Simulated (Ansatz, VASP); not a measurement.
**CdTe: VASP beside Ansatz**

```xyz
2
Lattice="0.0000 3.2050 3.2050 3.2050 0.0000 3.2050 3.2050 3.2050 0.0000" Properties=species:S:1:pos:R:3 pbc="T T T"
Te    4.8075    4.8075    4.8075
Cd    0.0000    0.0000    0.0000
```

Alike in both runs: functional PBE; k mesh 5 × 5 × 5; occupations fermi-dirac, width 0.05 eV; non-collinear spin, spin-orbit coupling.

```csv
,VASP,Ansatz
version,VASP 6.6.1,Ansatz 0.2.0
potentials or method,"VASP PAW PBE potentials, release 64 (Te, Cd), cutoff 520 eV","all-electron LAPW, relativistic spinors"
task,single point,band structure
```

|  | VASP | Ansatz | Ansatz less VASP |
| --- | --- | --- | --- |
| gap on the k mesh at the Fermi level (eV) | 0.60 | 0.60 | 0.000 |
| least direct gap on the mesh (eV) | 0.60 | 0.60 | 0.000 |
| pressure (GPa) | 4.5 | 4.3 | -0.17 |
| net moment per atom (μB) | 0.00 | 0.00 | 0.000 |

Ansatz ran all-electron here, so the differences hold the error of VASP's frozen core and of both bases.
